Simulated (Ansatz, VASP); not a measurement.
**LiF in VASP and in Ansatz**

INCAR

```
PREC = Accurate ; ENCUT = 520
EDIFF = 1E-7 ; ISMEAR = 0
SIGMA = 0.05 ; LREAL = F
LASPH = T ; NELM = 60
ALGO = Normal ; ISIF = 2
LWAVE = F ; LCHARG = F
GGA = PE ; IVDW = 13
NBANDS = 12
```

File KPOINTS:

```
regular mesh
0
Gamma
  10 10 10
```

Contents of POSCAR:

```
LiF
1.0
    0.0000000000      1.9949656575      1.9949656575
    1.9949656575      0.0000000000      1.9949656575
    1.9949656575      1.9949656575      0.0000000000
Li F
1 1
Direct
    0.0000000000      0.0000000000      0.0000000000
    0.5000000000      0.5000000000      0.5000000000
```

Input for Ansatz:

```yaml
crystal:
  lattice:
    - [0.0, 1.9949656575, 1.9949656575]
    - [1.9949656575, 0.0, 1.9949656575]
    - [1.9949656575, 1.9949656575, 0.0]
  atoms:
    - { symbol: Li, position: [0.0, 0.0, 0.0] }
    - { symbol: F, position: [0.5, 0.5, 0.5] }
basis:
  ecutwfc: 420
  ecutrho_ratio: 4
kpoints:
  mp_grid: { grid: [10, 10, 10] }
hamiltonian:
  xc: pbe
  dispersion: d4
scf:
  occupations: { method: gaussian, width: 0.05 }
output:
  forces: true
  stress: true
  eigenvalues: true
```

Alike in both runs: task single point; functional PBE; dispersion D4; k mesh 10 × 10 × 10; occupations gaussian, width 0.05 eV; no spin polarisation.

|  | VASP | Ansatz |
| --- | --- | --- |
| version | VASP 6.6.1 | Ansatz 0.2.0 |
| potentials or method | VASP PAW PBE potentials, release 64 (Li_sv, F) | scalar-relativistic, plane waves, PAW |
| plane-wave cutoff (eV) | 520 | 420 |
| valence electrons in the cell | 10 | 10 |

VASP gave:

```
gap on the k mesh at the Fermi level (eV) : 9.35
least direct gap on the mesh (eV)         : 9.35
dispersion energy (meV/atom)              : -64.5
```

Problem. What did Ansatz give for the same quantities?

Solution. gap on the k mesh at the Fermi level (eV): 9.35; least direct gap on the mesh (eV): 9.35; dispersion energy (meV/atom): -64.6.

 PBE gaps usually lie below the measured ones, often by a third to a half. A k mesh can miss the band edges.
